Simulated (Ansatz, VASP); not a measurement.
**One calculation of Al2O3, two programs**

```
CELL_PARAMETERS angstrom
4.61378 0.00000 0.00000
0.00000 9.56328 0.00000
0.00000 0.00000 3.11986
ATOMIC_POSITIONS crystal
Al 0.51702 0.32457 0.50000
Al 0.48297 0.67543 0.50000
Al 0.01702 0.17543 0.00000
Al 0.98298 0.82457 0.00000
O 0.87636 0.24695 0.50000
O 0.00000 0.00000 0.00000
O 0.62364 0.74695 0.00000
O 0.37637 0.25305 0.00000
O 0.12363 0.75305 0.50000
O 0.50000 0.50000 0.50000
```

Measurements of this composition are mostly on another form, of space group No. 167.

Alike in both runs: task single point; functional r2SCAN; dispersion D4; k mesh 4 × 2 × 6; no spin polarisation.

```csv
,VASP,Ansatz
version,VASP 6.6.1,Ansatz 0.2.0
potentials or method,"VASP PAW PBE potentials, release 64 (Al, O)","plane waves, PAW"
plane-wave cutoff (eV),520,653
occupations,"gaussian, width 0.01 eV",fixed
valence electrons in the cell,48,48
```

Ansatz gave:

| Item | Value |
| --- | --- |
| gap on the k mesh at the Fermi level (eV) | 4.12 |
| dispersion energy (meV/atom) | -67.6 |

Task: Which values does VASP return?

Result: gap on the k mesh at the Fermi level (eV): 4.11; dispersion energy (meV/atom): -67.5.

Caveats: the PAW data sets were made with another functional, which shifts forces and pressure a little (VASP). r2SCAN opens gaps a little over a GGA but as a rule still falls short of measured ones.
